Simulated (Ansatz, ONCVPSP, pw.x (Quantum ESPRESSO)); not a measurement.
# tungsten (W): one change to the ONCV potential, in the atom and in the fcc crystal

```
Element                 : W
Generator               : ONCVPSP 4.0.1.1 (patched build)
Type                    : optimised norm-conserving Vanderbilt (ONCV)
Functional              : PBE
Relativity              : scalar-relativistic
Frozen core             : [Xe] 4f14
Valence charge          : 6
Reference configuration : 5d4 6s2
Partial waves           : 6s: rc 2.75 bohr, ncon 4, nbas 9, qcut 2.1 1/bohr, 2 projectors, debl 3.7 Ha; p scattering state at 0.42 Ha: rc 2.90 bohr, ncon 4, nbas 9, qcut 2.7 1/bohr, 2 projectors, debl 2.7 Ha; 5d: rc 2.75 bohr, ncon 5, nbas 10, qcut 6.1 1/bohr, 2 projectors, debl 1.2 Ha
Local potential         : polynomial inside 2.40 bohr (lpopt 5, dvloc0 2 Ha)
Core correction         : none
```

In the p channel the program set the typed energies aside and used 0.050, 2.750 Ha.

Change: local potential polynomial inside 2.40 bohr (lpopt 5, dvloc0 4.5 Ha).

Cutoffs, loose and tight: the cutoffs (Ha) at which the residual kinetic energy of the hardest occupied pseudo-wave falls to 1 and 0.1 mHa per electron. They do not see the model core or the augmentation charge, which bear on the density cutoff. Test errors are all-electron minus pseudo excitation energies from the reference, over the configurations 5d4 6s1; 5d4 6s0; 5d3 6s0; 5d2 6s0; variants that change the core or the reference have their own tests.

Crystal test: fcc W in pw.x 7.5, no spin, 14³ k-points, Fermi–Dirac smearing 0.01 Ry, cutoffs set for each file from its atomic test. The reference is all-electron LAPW (Ansatz 0.2.0) with the same functional, mesh and smearing; V0 and B0 come from Birch–Murnaghan fits to the pressures at five volumes. Errors are pseudo minus all-electron; Δ is the rms difference of the E(V) curves that follow from these fits, minima aligned, over ±6 % about the mean V0. Mesh and smearing are coarse, so the numbers serve the comparison and aren't converged zero-temperature values; the lattice is a test structure that the element need not adopt.

All-electron: a0 = 4.039 Å (V0 = 16.47 Å³/atom), B0 = 280.9 GPa.

**Question.** Does the change bring the crystal closer to the all-electron result?

**Answer.** The mean pressure error goes from +2.26 to +6.21 GPa, so the change moves the solid further from the all-electron pressures.

| quantity | base | changed |
| --- | --- | --- |
| outcome (atom) | generated, projector energies reset by the program | generated, projector energies reset by the program |
| cutoff, loose (atom) | 12 Ha | 12 Ha |
| cutoff, tight (atom) | 28 Ha | 28 Ha |
| bound ghosts (atom) | none | none |
| largest test error (meV) (atom) | +100 over the solved tests; 1 of 4 tests not solved or not reliable | +100 over the solved tests; 1 of 4 tests not solved or not reliable |
| cutoffs in pw.x (Ry) | 70/280 | 70/280 |
| a0 (Å) | 4.050 | 4.068 |
| a0 error (%) | +0.27 | +0.72 |
| B0 error (%) | -2.7 | -2.4 |
| Δ (meV/atom) | 8.1 | 21.8 |
| mean pressure error (GPa) | +2.26 | +6.21 |

Base: The largest radius (2.90 bohr) exceeds half the bond length (2.70 bohr), so the spheres overlap, which is one possible source of error among others. Atomic configuration tests: 1 of 4 tests not solved or not reliable. The cutoffs count occupied waves only; projector 2 of the s channel, the hardest unoccupied one, needs 39 Ha at the loose tolerance. Changed file: The largest radius (2.90 bohr) exceeds half the bond length (2.70 bohr), so the spheres overlap, which is one possible source of error among others. This is a poor potential for the solid. Atomic configuration tests: 1 of 4 tests not solved or not reliable. The cutoffs count occupied waves only; projector 2 of the s channel, the hardest unoccupied one, needs 39 Ha at the loose tolerance.
